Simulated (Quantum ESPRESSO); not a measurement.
The system is TaN.

```
Ta N
1.0
     0.00000    2.21132    2.21132
     2.21132    0.00000    2.21132
     2.21132    2.21132    0.00000
Ta N
1 1
Direct
  0.50000 0.50000 0.50000
  0.00000 0.00000 0.00000
```

The cell comes from a database or a generator and needn't be the stable form of this composition.

Base run:

| Quantity | Value |
| --- | --- |
| Program | Quantum ESPRESSO 7.5 |
| Functional | PBEsol |
| Potentials or basis | GBRV 1.5 PBEsol |
| Cutoff | 762 eV |
| Density cutoff | 6095 eV |
| k mesh | 10 × 10 × 10 |
| Occupations | fermi-dirac, width 0.05 eV |
| Spin | no spin polarisation |
| Hubbard terms | Ta d U = 3 eV |

Its results: band gap on the k mesh none (metal or under the smearing width); pressure -8.1 GPa.

**Question.** The run is repeated on the same cell with these changes: hubbard terms from Ta d U = 3 eV to Ta d U = 6 eV. What comes out?

**Answer.** Band gap on the k mesh none (metal or under the smearing width); pressure -4.9 GPa.

Caveats: U without spin polarisation on a metal has little footing.

Not every run made on this cell is shown here.
